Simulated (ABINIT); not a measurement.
Ga:

```
CELL_PARAMETERS angstrom
4.44947 0.00000 0.00000
-2.22474 3.85336 0.00000
0.00000 0.00000 2.76520
ATOMIC_POSITIONS crystal
Ga 0.33333 0.66667 0.50000
Ga 0.66667 0.33333 0.50000
```

The cell was built by a generator and needn't be a form met in nature.

Base run:

| Quantity | Value |
| --- | --- |
| Program | ABINIT 10.8.3 (patched build) |
| Functional | BLYP |
| Potentials or basis | JTH PAW PBE v2.0 |
| Cutoff | 544 eV |
| k mesh | 7 × 7 × 10 |
| Occupations | fermi-dirac, width 0.05 eV |
| Spin | no spin polarisation |

Its results: band gap on the k mesh none (metal or under the smearing width); pressure 3.4 GPa.

**Question.** The run is repeated on the same cell with these changes: functional from BLYP to PBEsol. What comes out?

**Answer.** Band gap on the k mesh none (metal or under the smearing width); pressure -2.4 GPa.

PBEsol binds more tightly than BLYP, so the same cell stands under less pressure.

Caveats: the PAW data sets were made with another functional, which shifts forces and pressure a little.
